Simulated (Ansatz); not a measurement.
The cell comes from COD entry 1540841, which wasn't checked; take it as a given geometry. The listed cell was then made from it by scaling, straining or moving an atom.

An input for InSe: DFT, PBEsol, PAW with Ansatz's default frozen-core files, scalar-relativistic (Ansatz 0.2.0). The PAW files were made with PBE; their cores are remade for this functional.

Command: `ansatz run input.yaml --threads 1 --pin off --max-ram 6144MiB --backend cpu --events-out ev --progress --plain --runs-dir out` The run took 35 s on 1 thread of Arm Neoverse V2 (shared host), peak memory 0.68 GiB.

```yaml
crystal:
  lattice:
    - [5.8884526766, -2.1136790268, -0.0381290268]
    - [5.8473526766, 1.9963209732, -0.0792290268]
    - [-1.6426522603, -0.0272424071, 4.3396505634]
  atoms:
    - { symbol: In, position: [0.884, 0.884, 0.005] }
    - { symbol: In, position: [0.116, 0.116, 0.995] }
    - { symbol: Se, position: [0.66, 0.66, 0.642] }
    - { symbol: Se, position: [0.34, 0.34, 0.358] }
kpoints:
  mp_grid: { grid: [7, 7, 6] }
scf:
  occupations: { method: fermi_dirac, width: 0.02 }
hamiltonian:
  xc: pbesol
  pseudopotentials: { kind: paw }
output:
  forces: true
  stress: true
  eigenvalues: true
  efg: { contact_densities: true }
  write_density: true
  write_potential: true
  elf: true
  volumetric_format: npy
```

Set-up and iterations as logged by Ansatz (the results part is left out, to be predicted):

```
Engine: ansatz 0.2.0
Pseudopotentials: kind: paw
Pseudopotential: In, paw, valence charge 13, recommended cutoff 420 eV (normal)
Pseudopotential: Se, paw, valence charge 16, recommended cutoff 420 eV (normal)
Functional definition: PBEsol
  exchange = pbesol_x
  correlation = pbesol_c
Crystal: 4 atoms, lattice volume = 104.242 Å³
Basis set: ecut = 420 eV, 2043 PW (Γ), exchange–correlation on 90×90×64 points (8 copies of the dense FFT grid, shifted against one another)
Bands: 35, of which v1, the nominal top of the filled ones, is band 29 counted from 1 (28 counted from 0)
Symmetry: 2 space group operations
Space group: P-1 (ITA 2), of the structure as read, at distance tolerance 4.7e-5 Å
k-points: 148 of 294
Non-local potential: In, projectors of the file, l = 0: 2, l = 1: 2, l = 2: 2, l = 3: 2
Non-local potential: Se, projectors of the file, l = 0: 2, l = 1: 2, l = 2: 3, l = 3: 1
PAW form: soft (Blöchl's): semilocal exchange-correlation on the pseudo side does not see the compensation charge
PAW frozen core: In, regenerated for the run's functional, and the local potential with it (the file was generated under x = pbe(κ = 0.804, μ = 0.2195149727645171), c = pbe(β = 0.06672455060314922))
PAW frozen core: Se, regenerated for the run's functional, and the local potential with it (the file was generated under x = pbe(κ = 0.804, μ = 0.2195149727645171), c = pbe(β = 0.06672455060314922))
PAW one-centre angular grid: In, 590 points (default); XC on 64 Gauss nodes
PAW one-centre angular grid: Se, 590 points (default); XC on 64 Gauss nodes
Initial density: superposition of atomic densities (neutral atoms: chi_scale 0, normalization atom), corrected by the library's trained network
Initial wavefunctions: pseudopotential atomic-orbital guess
Functional: x = pbesol(κ = 0.804, μ = 0.12345679012345678), c = pbesol(β = 0.046)
SCF iter   1: F=—  HF=-21900.982026 eV  |F-HF|=—  |Δ(HF+E_count)|=         —  Δρ=3.64e-3  dr2=1.87e-2  ethr=1.77e-3  ⟨swp⟩=7.2  Hψ=22398  notcnv=0  defer=1
SCF iter   2: F=—  HF=-21900.975458 eV  |F-HF|=—  |Δ(HF+E_count)|=   6.57e-3  Δρ=1.46e-3  dr2=2.59e-3  ethr=3.22e-5  ⟨swp⟩=3.0  Hψ=11131  notcnv=0  defer=235
SCF iter   3: F=—  HF=-21900.974949 eV  |F-HF|=—  |Δ(HF+E_count)|=   5.09e-4  Δρ=4.20e-4  dr2=2.14e-4  ethr=4.46e-6  ⟨swp⟩=2.0  Hψ=8334  notcnv=0  defer=235
SCF iter   4: F=—  HF=-21900.974976 eV  |F-HF|=—  |Δ(HF+E_count)|=   2.70e-5  Δρ=1.55e-4  dr2=2.74e-5  ethr=3.69e-7  ⟨swp⟩=2.0  Hψ=5923  notcnv=0  defer=235
SCF iter   5: F=—  HF=-21900.974983 eV  |F-HF|=—  |Δ(HF+E_count)|=   7.39e-6  Δρ=3.07e-5  dr2=1.25e-6  ethr=4.72e-8  ⟨swp⟩=3.0  Hψ=9243  notcnv=0  defer=235
SCF iter   6: F=-21900.974984 eV  HF=-21900.974984 eV  |F-HF|=8.32e-9  |Δ(HF+E_count)|=   7.69e-7  Δρ=7.72e-6  dr2=8.66e-8  ethr=1.72e-10  ⟨swp⟩=10.3  Hψ=37022  notcnv=0
```

Q: What pressure will this run report?

A: 0.10 GPa (positive in compression).

Q: How large will the largest force be?

A: 0.858 eV/Å.
